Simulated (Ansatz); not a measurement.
**Structure optimisation: rubidium, simple cubic**

Theory: Ansatz 0.2.0, DFT, RPBE, plane waves (420 eV) with PAW, scalar-relativistic. The PAW files were generated under PBE, with cores re-solved for the functional.

k-point mesh 7×7×7, Fermi-Dirac smearing 0.1 eV, no spin polarisation. Cell and atoms relax.

Starting structure:

```
CELL_PARAMETERS angstrom
4.54801 0.00000 0.00000
0.00000 4.54801 0.00000
0.00000 0.00000 4.54801
ATOMIC_POSITIONS crystal
Rb 0.00000 0.00000 0.00000
```

Q: The pressure at the start is 0.4 GPa. By how much does the volume change?

A: From 94.07 to 109.26 Å³ per atom, 16.1 %. The final cell has a = 4.781 Å.

Q: How much energy does the relaxation gain?

A: 16.0 meV per atom.
